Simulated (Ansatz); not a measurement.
Runs of Ansatz 0.2.0 on Co. The structure is hexagonal, space group P6_3/mmc (No. 194). Conventional cell: a = 2.472 Å, b = 2.472 Å, c = 4.021 Å, α = 90.00°, β = 90.00°, γ = 120.00°. Co (site symmetry -6m2) has 12 Co at 2.47 Å as nearest neighbours. 

```tsv
task	level	cell	cutoff (eV)	smearing	gap on the mesh (eV)	pressure (GPa)	moment (μB)	relaxed volume (Å³/atom)
relaxation of cell and atoms	revPBE+D3(BJ)	relaxed	-	fermi-dirac 0.05 eV	-	0.0	3.20	(a)
relaxation of cell and atoms	LDA	relaxed	-	fermi-dirac 0.05 eV	-	0.0	(b)	9.99
relaxation of cell and atoms	BLYP	relaxed	-	fermi-dirac 0.05 eV	-	0.0	3.27	11.36
relaxation of cell and atoms	revPBE+D4	relaxed	-	fermi-dirac 0.05 eV	-	0.0	3.22	10.55
single point	PBE	as given	315	gaussian 0.025 eV	none	4.6	3.22	-
single point	PBE	as given	315	gaussian 0.015 eV	none	4.6	3.22	-
```

Alike in all rows: potentials or basis all-electron LAPW, scalar-relativistic; spin collinear, ferromagnetic start; k mesh 12 × 12 × 7; basis error allowed 0.001 eV/atom.

Question: Fill in the values left out.

Answer: (a) 10.46; (b) 2.98.

A gap of «none» marks a metal or a gap under the smearing width.
